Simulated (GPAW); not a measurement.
Runs of GPAW 26.7.0 on SiC (Moissanite). Symmetry: P6_3mc, No. 186, hexagonal system. The conventional cell has a = 3.076 Å, b = 3.076 Å, c = 5.048 Å, α = 90.00°, β = 90.00°, γ = 120.00°. Si (site symmetry 3m) is surrounded by 4 C at 1.87 to 1.94 Å. C (site symmetry 3m) is surrounded by 4 Si at 1.87 to 1.94 Å. 

| task | level | potentials or basis | cell | k mesh | cutoff (eV) | smearing | maxiter | band path | band points | random start of the orbitals | optimizer | grid spacing | other keys | mesh quality | gap on the mesh (eV) | pressure (GPa) | largest force (eV/Å) |
| --- | --- | --- | --- | --- | --- | --- | --- | --- | --- | --- | --- | --- | --- | --- | --- | --- | --- |
| single point | LDA | the program's PAW data sets (release 1.2.1) made for this functional, pw | as given | 8 × 8 × 4 | 600 | fermi-dirac 0.05 eV | 80 | - | - | - | - | - | - | not flagged | 2.47 | -2.6 | 0.75 |
| band structure | PBE | GPAW PAW data sets (gpaw-data 1.2.1), fd | as given | 7 × 7 × 4 | - | fermi-dirac 0.05 eV | 150 | GMKGALHA,LM,KH | 80 | - | - | 0.2 Å | - | not flagged | - | - | 0.79 |
| electron localisation function | WC | PAW data sets generated in the run's folder for this functional, pw | as given | 5 × 5 × 3 | 680 | fermi-dirac 0.01 eV | 150 | - | - | yes | - | - | - | coarse | 2.71 | (c) | 0.75 |
| relaxation of cell and atoms | PBEsol+D3(BJ) | PAW data sets generated in the run's folder for this functional, pw | relaxed | 7 × 7 × 4 | 800 | fermi-dirac 0.05 eV | 150 | - | - | - | FIRE | - | - | not flagged | (a) | -0.2 | 0.02 |
| relaxation of cell and atoms | WC | PAW data sets generated in the run's folder for this functional, pw | relaxed to -1 GPa | 7 × 7 × 4 | 800 | fermi-dirac 0.05 eV | 150 | - | - | - | FIRE | - | - | not flagged | 2.48 | -0.9 | 0.01 |
| phonons | PBEsol+D4 | PAW data sets generated in the run's folder for this functional, pw | relaxed | 10 × 10 × 5 | 680 | fermi-dirac 0.05 eV | 100 | - | - | - | - | - | several, not listed | not flagged | (b) | 0.0 | - |

Alike in all rows: no spin polarisation.

Problem. Estimate the missing entries.

Solution. (a) 2.41; (b) 2.26; (c) 1.5.

Caveats: some runs use coarse meshes; an odd mesh through Γ misses points on the zone boundary, where band edges often lie (some runs); the cutoff is short for stress and forces, so pressures can be off by a GPa or more (some runs); later steps reuse the first step's grids (some runs); the real-space grid adds noise to forces (some runs); the LO-TO splitting is left out (some runs).
